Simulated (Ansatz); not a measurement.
# Indium, bcc: HSE06 at the PBE geometry

Aim: see what exact exchange does to the levels, and what it costs. Spin polarisation is left out. The cell comes from an earlier PBE relaxation. Exact exchange is dear, so the k-mesh is coarse, and PBE is run on the same mesh for comparison.

Computed with Ansatz 0.2.0 (DFT, plane waves (420 eV) with PBE-made PAW files, scalar-relativistic; functionals as named at each step, unless a step says otherwise).

### 1 The system as given

Symmetry: Im-3m, No. 229, cubic system. The conventional cell has a = 3.817 Å, b = 3.817 Å, c = 3.817 Å, α = 90.00°, β = 90.00°, γ = 90.00°. In (site symmetry m-3m) is surrounded by 8 In at 3.31 Å.

As a file:

```cif
data_structure
_symmetry_space_group_name_H-M 'P 1'
_symmetry_Int_Tables_number 1
_cell_length_a 3.3053
_cell_length_b 3.3053
_cell_length_c 3.3053
_cell_angle_alpha 109.471
_cell_angle_beta 109.471
_cell_angle_gamma 109.471
_cell_volume 27.80
loop_
_atom_site_label
_atom_site_type_symbol
_atom_site_fract_x
_atom_site_fract_y
_atom_site_fract_z
_atom_site_occupancy
In1 In 0.00000 0.00000 0.00000 1
```

### 2 PBE, coarse mesh

The run with PBE.

input.yaml

```yaml
crystal:
  lattice:
    - [-1.9083127164, 1.9083127164, 1.9083127164]
    - [1.9083127164, -1.9083127164, 1.9083127164]
    - [1.9083127164, 1.9083127164, -1.9083127164]
  atoms:
    - { symbol: In, position: [0.0, 0.0, 0.0] }
hamiltonian:
  xc: pbe
  pseudopotentials:
    kind: paw
    azcp:
      In: "pseudopotentials/In.paw.azcp"
basis:
  ecutwfc: 420
  fft_grid_basis: typed
kpoints:
  mp_grid: { grid: [6, 6, 6], shift: [0, 0, 0] }
magnetization:
  spin_polarized: false
scf:
  occupations: { method: fermi_dirac, width: 0.1 }
```

Command:

```sh
ansatz run input.yaml --threads 4 --pin off --max-ram 8192MiB --backend cpu --events-out ev --progress --plain --runs-dir out
```

What it wrote, shortened:

```text
Warning: RAYON_NUM_THREADS=4 ignored (pool sized by the plan → 4); use --threads N
[...]
Pseudopotentials: kind: paw
Pseudopotential: In, paw, valence charge 13, recommended cutoff 420 eV (normal), <dir>
Functional definition: PBE
[...]
Crystal: 1 atoms, lattice volume = 27.798 Å³
Basis set: ecut = 420 eV, 555 PW (Γ)
Bands: 11, of which v1, the nominal top of the filled ones, is band 7 counted from 1 (6 counted from 0)
Symmetry: 48 space group operations
Space group: Im-3m (ITA 229), of the structure as read, at distance tolerance 3.0e-5 Å
k-points: 16 of 216
[...]
SCF iter   1: F=—  HF=-5597.864923 eV  |F-HF|=—  |Δ(HF+E_count)|=         —  Δρ=1.43e-3  dr2=3.68e-4  ethr=1.77e-3  ⟨swp⟩=5.1  Hψ=1018  notcnv=0
[...]
SCF iter   7: F=-5597.864429 eV  HF=-5597.864429 eV  |F-HF|=2.65e-9  |Δ(HF+E_count)|=   7.72e-8  Δρ=3.31e-6  dr2=2.21e-9  ethr=7.69e-10  ⟨swp⟩=2.0  Hψ=342  notcnv=0
[...]
SCF converged after 7 iterations
Free energy (F): -5597.864429 eV
[...]
E sigma→0 (E₀):  -5597.856528 eV
Entropy (-TS):   -0.015802 eV (-15.802 meV/atom)
Fermi energy:    9.194013 eV
[...]
```

Wall time 0.43 s (4 threads of Arm Neoverse V1, shared host); peak memory 0.25 GiB.

### 3 HSE06 on the coarse mesh

The run with HSE06.

input.yaml, as its differences from that of step 2:

```diff
@@ -8,3 +8,3 @@
 hamiltonian:
-  xc: pbe
+  xc: hse06
   pseudopotentials:
```

Command:

```sh
ansatz run input.yaml --threads 4 --pin off --max-ram 8192MiB --backend cpu --events-out ev --progress --plain --runs-dir out
```

What it wrote, shortened:

```text
Warning: RAYON_NUM_THREADS=4 ignored (pool sized by the plan → 4); use --threads N
[...]
[... 2 set-up lines as earlier in the session ...]
Functional definition: HSE06
[...]
Crystal: 1 atoms, lattice volume = 27.798 Å³
Basis set: ecut = 420 eV, 555 PW (Γ)
Bands: 11, of which v1, the nominal top of the filled ones, is band 7 counted from 1 (6 counted from 0)
[... 2 set-up lines as earlier in the session ...]
k-points: 16 of 216
[...]
SCF iter   1: F=—  HF=-5597.864574 eV  |F-HF|=—  |Δ(HF+E_count)|=         —  Δρ=2.03e-3  dr2=5.36e-4  ethr=1.77e-3  ⟨swp⟩=10.8  Hψ=852  notcnv=0
[...]
Frozen-core exchange: fock
[...]
SCF 2 stopped early in 5 iterations: F = -5601.736111 eV  dr2 = 1.57e-6
hybrid outer 1: dexx = +2.494e-3 eV, tail = 6.26e-6 eV
[...]
Frozen-core exchange: fock
[...]
hybrid outer 2: dexx = +4.322e-8 eV, tail = 4.53e-8 eV, Δε = 2.46e-3 eV (about 3.13e-4 eV left of the loop's levels)
hybrid SCF converged: 2 outer / 7 inner (+7 warm-up), last move |dexx| = 4.32e-8 eV, tail = 4.53e-8 eV
Stability not checked: this state was not tested for a lower state beside it, because the functional holds exact exchange (a hybrid, or Hartree-Fock), whose exchange loop this test does not read (fock_operator; see scf.lower_state_search)
Free energy (F): -5601.736008 eV
Frozen-core exchange: fock
[...]
E sigma→0 (E₀):  -5601.729860 eV
Entropy (-TS):   -0.012294 eV (-12.294 meV/atom)
Fermi energy:    9.176219 eV
[...]
--- Band table (eV; the first three rows and the last of 16) ---
  k-point 0: bands = ["-7.3406", "-7.3406", "-7.3406", "-7.0968", "-7.0968", "-0.9622", "20.8556", "20.8556", "20.8556"]
[...]
  guard bands above this table: 2 of the run's 11 bands. The solve was not asked for them (output.publish_guard_bands: true or output.eigenvalues: true publishes all)
```

It took 4.5 s on 4 threads of Arm Neoverse V1, shared host; peak memory 0.72 GiB.

### 4 Side by side

```tsv
functional	gap on the mesh	Fermi energy (eV)	SCF cycles	exchange loops	CPU time
PBE	none (levels filled in part)	9.194	7	-	0.74 s
HSE06	none (levels filled in part)	9.176	14	2	13 s
```

### 5 Summary of results

```
                                  quantity                         value
                                  PBE: gap  none (levels filled in part)
                                HSE06: gap  none (levels filled in part)
         HSE06: SCF cycles, exchange loops                         14, 2
          HSE06: CPU time over that of PBE                            18
HSE06: relative to body-centred tetragonal                  +11 meV/atom
```

Neither PBE nor HSE06 shows a clean gap on this mesh. The hybrid took 18 times as much CPU time as PBE on the same settings. HSE06 needed 2 outer loops of the exchange operator. The dense-mesh value adds +21.9 meV/atom, the change that PBE shows between the coarse mesh and its own dense run (not shown). Under HSE06 it lies 11 meV/atom above body-centred tetragonal (computed apart in the same way); on such meshes a few tens of meV are uncertain for metals. Absolute energies differ from functional to functional, by eV per atom at times, and say nothing by themselves.
